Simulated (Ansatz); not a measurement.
# SnO2: the cost of one run

Method: DFT PBE, plane waves, PAW, scalar-relativistic, no spin polarisation, in Ansatz 0.2.0.

### 1 The structure to begin with

The cell holds 24 atoms (O16Sn8): a = 6.849 Å, b = 6.849 Å, c = 6.520 Å, α = 90.00°, β = 90.00°, γ = 90.00°.

Coordinates:

```xyz
24
Lattice="-4.8429 -4.8429 0.0000 4.8429 -4.8429 0.0000 0.0000 0.0000 6.5202" Properties=species:S:1:pos:R:3 pbc="T T T"
Sn    2.4215   -2.4215    1.6300
Sn    0.0000   -4.8429    0.0000
O     0.9397   -0.9397    1.6300
O     3.9033   -3.9033    1.6300
O     1.4818   -3.3611    0.0000
O    -1.4818   -6.3248    0.0000
Sn    2.4215   -2.4215    4.8901
Sn    0.0000   -4.8429    3.2601
O     0.9397   -0.9397    4.8901
O     3.9033   -3.9033    4.8901
O     1.4818   -3.3611    3.2601
O    -1.4818   -6.3248    3.2601
Sn   -2.4215   -2.4215    1.6300
Sn    0.0000    0.0000    0.0000
O     0.9397   -5.7826    1.6300
O    -0.9397   -3.9033    1.6300
O    -3.3611   -3.3611    0.0000
O    -1.4818   -1.4818    0.0000
Sn   -2.4215   -2.4215    4.8901
Sn    0.0000    0.0000    3.2601
O     0.9397   -5.7826    4.8901
O    -0.9397   -3.9033    4.8901
O    -3.3611   -3.3611    3.2601
O    -1.4818   -1.4818    3.2601
```

### 2 Run 1

200 steps of 0.75 fs under a Langevin thermostat at 3500 K.

input.yaml

```yaml
accuracy: low
crystal:
  lattice:
    - [-4.842944, -4.842944, 0.0]
    - [4.842944, -4.842944, 0.0]
    - [0.0, 0.0, 6.520182]
  atoms:
    - { symbol: Sn, position: [0.0, 0.5, 0.25] }
    - { symbol: Sn, position: [0.5, 0.5, 0.0] }
    - { symbol: O, position: [0.0, 0.1940277, 0.25] }
    - { symbol: O, position: [0.0, 0.8059723, 0.25] }
    - { symbol: O, position: [0.1940277, 0.5, 0.0] }
    - { symbol: O, position: [0.8059723, 0.5, 0.0] }
    - { symbol: Sn, position: [0.0, 0.5, 0.75] }
    - { symbol: Sn, position: [0.5, 0.5, 0.5] }
    - { symbol: O, position: [0.0, 0.1940277, 0.75] }
    - { symbol: O, position: [0.0, 0.8059723, 0.75] }
    - { symbol: O, position: [0.1940277, 0.5, 0.5] }
    - { symbol: O, position: [0.8059723, 0.5, 0.5] }
    - { symbol: Sn, position: [0.5, 0.0, 0.25] }
    - { symbol: Sn, position: [0.0, 0.0, 0.0] }
    - { symbol: O, position: [0.5, 0.6940277, 0.25] }
    - { symbol: O, position: [0.5, 0.3059723, 0.25] }
    - { symbol: O, position: [0.6940277, 0.0, 0.0] }
    - { symbol: O, position: [0.3059723, 0.0, 0.0] }
    - { symbol: Sn, position: [0.5, 0.0, 0.75] }
    - { symbol: Sn, position: [0.0, 0.0, 0.5] }
    - { symbol: O, position: [0.5, 0.6940277, 0.75] }
    - { symbol: O, position: [0.5, 0.3059723, 0.75] }
    - { symbol: O, position: [0.6940277, 0.0, 0.5] }
    - { symbol: O, position: [0.3059723, 0.0, 0.5] }
basis:
  ecutwfc: 250.0
kpoints:
  mp_grid: { grid: [2, 2, 2] }
hamiltonian:
  xc: pbe
  pseudopotentials: { kind: paw, azcp: { folder: soft_1 } }
scf:
  occupations: { method: fermi_dirac, width: 0.3 }
  lower_state_search: "off"
  max_iter: 98
md:
  timestep: 0.75
  n_steps: 200
  ensemble: nvt_langevin
  temperature: 3500.0
  initial_velocities: maxwell_boltzmann
  seed: 964868
  friction: 0.005
```

On the command line:

```bash
ansatz run input.yaml --threads 2 --pin off --max-ram 5120MiB --backend cpu --events-out ev --progress --plain --runs-dir out
```

What time and memory should one allow on 2 threads of Arm Neoverse V1, shared host?

About 16 min, with a peak of 0.58 GiB.
